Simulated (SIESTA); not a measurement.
PtSe2 (Sudovikovite):

```
CELL_PARAMETERS angstrom
3.72400 0.00000 0.00000
-1.86200 3.22508 0.00000
0.00000 0.00000 5.06200
ATOMIC_POSITIONS crystal
Pt 0.00000 0.00000 0.00000
Se 0.66667 0.33333 0.75000
Se 0.33333 0.66667 0.25000
```

Base run:

* Program: SIESTA 5.4.2
* Functional: PBE
* Potentials or basis: PseudoDojo 0.4 standard (PBE files)
* Basis: DZP (energy shift 0.002 Ry)
* Grid cutoff: 800 Ry
* Energy shift: 0.002 Ry
* k mesh: 8 × 8 × 5
* Occupations: fermi-dirac, width 0.05 eV
* Spin: no spin polarisation

Its results: band gap on the k mesh none (metal or under the smearing width); pressure 14.7 GPa; largest force 1.518 eV/Å.

Problem. The run is repeated on the same cell with these changes: potentials or basis from PseudoDojo 0.4 standard (PBE files) to SG15 1.2 (PBE files) or PseudoDojo by element; valence electrons from 50 to 30. What comes out?

Solution. Band gap on the k mesh none (metal or under the smearing width); pressure 10.9 GPa; largest force 1.138 eV/Å.

Caveats: semicore shells carry a single zeta, which can move pressures by several GPa and volumes by a few percent; the basis of atomic orbitals isn't converged, which shifts pressures, moduli and gaps; forces of over 1 eV/Å show positions far from the minimum, so gaps and moduli don't describe the material at rest; spin-orbit coupling is left out, which moves the levels of the heavy elements (some runs).
